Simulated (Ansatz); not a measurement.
# O: how the settings move a single-point run

How sensitive is a single-point run of O to its settings? A reference run comes first, then one run with altered input.

Computed with Ansatz 0.2.0 (reference: DFT, LDA, PAW with Ansatz's default frozen-core files, scalar-relativistic, unless a step's input says otherwise).

## 1. Starting point

The structure is orthorhombic, space group Fmmm (No. 69). Conventional cell: a = 3.004 Å, b = 3.780 Å, c = 7.798 Å, α = 90.00°, β = 90.00°, γ = 90.00°. Around O (site symmetry mm2) lie 1 O at 1.23 Å.

As a file:

```cif
data_structure
_symmetry_space_group_name_H-M 'P 1'
_symmetry_Int_Tables_number 1
_cell_length_a 4.3327
_cell_length_b 4.1781
_cell_length_c 2.4139
_cell_angle_alpha 77.078
_cell_angle_beta 70.032
_cell_angle_gamma 32.890
_cell_volume 22.13
loop_
_atom_site_label
_atom_site_type_symbol
_atom_site_fract_x
_atom_site_fract_y
_atom_site_fract_z
_atom_site_occupancy
O1 O 0.42110 0.42110 0.57890 1
O2 O 0.57890 0.57890 0.42110 1
```

## 2. Reference

Input file input.yaml:

```yaml
crystal:
  lattice:
    - [0.0, 1.889885, 3.898837]
    - [1.501773, 0.0, 3.898837]
    - [1.501773, 1.889885, 0.0]
  atoms:
    - { symbol: O, position: [0.421098, 0.421098, 0.578902] }
    - { symbol: O, position: [0.578902, 0.578902, 0.421098] }
kpoints:
  mp_grid: { grid: [14, 14, 14] }
  band_path:
    path:
      - [0.0, 0.0, 0.0]
      - [0.5, 0.0, 0.5]
      - [1.0, 0.5, 0.5]
      - [0.5, 0.5, 0.0]
      - [0.0, 0.0, 0.0]
      - [0.0, 0.4449539306, 0.4449539306]
      - [1.0, 0.5550460694, 0.5550460694]
      - [1.0, 0.5, 0.5]
      - [0.5, 0.0, 0.5]
    npoints: 14
scf:
  occupations: { method: fermi_dirac, width: 0.08 }
hamiltonian:
  xc: lda
  pseudopotentials: { kind: paw }
output:
  forces: true
  stress: true
  eigenvalues: true
  efg: { contact_densities: true }
  populations: true
  bader: true
  dos: { projected: true, de: 0.2, e_range: [-14, 8] }
  write_density: true
  write_potential: true
  elf: true
  volumetric_format: npy
```

On the command line:

```sh
ansatz run input.yaml --threads 1 --pin off --max-ram 2048MiB --backend cpu --events-out ev --progress --plain --runs-dir out
```

## 3. Variant: mp_grid.grid [5, 5, 5]

Edit input.yaml of step 2 so:

```diff
@@ -9,3 +9,3 @@
 kpoints:
-  mp_grid: { grid: [14, 14, 14] }
+  mp_grid: { grid: [5, 5, 5] }
   band_path:
@@ -33,7 +33 @@
   populations: true
-  bader: true
-  dos: { projected: true, de: 0.2, e_range: [-14, 8] }
-  write_density: true
-  write_potential: true
-  elf: true
-  volumetric_format: npy
```

**Question.** What will these runs give? Wanted: for each run, ending; energy change; pressure; gap; force.

The runs gave:

```tsv
run	ending	energy change	pressure (GPa)	gap (eV)	force (eV/Å)	cycles	time
reference	converged	0	-11.9	0.00	2.28	6	26 s
1: mp_grid.grid [5, 5, 5]	converged	+27.1 meV/atom	-11.1	0.00	2.28	6	2.4 s
```

Times don't compare one to one where runs were asked for different outputs or read a saved state (see the inputs); cycles may leave out searches for a lower state.

Residual by cycle in the longest SCF loop of each run; runs are numbered as in the table. The quantity is the density residual dr2, in eV.

```tsv
cycle	reference	run 1
1	0.0628	0.0797
2	0.00533	0.011
3	3.0e-4	8.7e-4
4	1.2e-5	4.5e-5
5	5.9e-8	2.9e-7
6	3.8e-9	9.9e-9
```

Changing the k-point mesh moves the energy by +27.1 meV/atom, and the pressure goes from -11.9 to -11.1 GPa. Sampling errors of the energy have no fixed sign. Semilocal functionals close small gaps, so the missing gap need not be the real solid's.
